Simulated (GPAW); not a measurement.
ZrC:

```
Zr C
1.0
     0.00000    2.36500    2.36500
     2.36500    0.00000    2.36500
     2.36500    2.36500    0.00000
Zr C
1 1
Direct
  0.50000 0.50000 0.50000
  0.00000 0.00000 0.00000
```

| Quantity | Value |
| --- | --- |
| Program | GPAW 26.7.0 |
| Task | relaxation of cell and atoms |
| Functional | PBEsol |
| Dispersion | D3(BJ)+ATM |
| Potentials or basis | PAW data sets generated in the run's folder for this functional |
| Cutoff | 800 eV |
| Basis | pw |
| k mesh | 10 × 10 × 10 |
| Occupations | fermi-dirac, width 0.05 eV |
| Spin | no spin polarisation |

At the start: pressure -13.3 GPa; volume 13.23 Å³/atom.

Problem. How do energy, volume and symmetry change on relaxing?

Solution. Over 4 steps the energy falls by 33.5 meV/atom and the volume is 12.44 Å³/atom (-5.9 %); space group Fm-3m (No. 225, to 0.05 Å).

The path:
```csv
step,energy change (eV),largest force (eV/Å),pressure (GPa),volume (Å³)
1,0.0000,0.0000,-13.35,26.46
2,-0.0418,0.0000,-8.60,25.84
3,-0.0669,0.0000,0.61,24.82
4,-0.0671,0.0000,-0.02,24.89
```

Final structure:
```xyz
2
Lattice="0.0000 2.3173 2.3173 2.3173 0.0000 2.3173 2.3173 2.3173 0.0000" Properties=species:S:1:pos:R:3 pbc="T T T"
Zr    2.3173    2.3173    2.3173
C     0.0000    0.0000    0.0000
```

Caveat: later steps reuse the first step's grids; pairwise dispersion overbinds metals, which lowers pressure and volume.
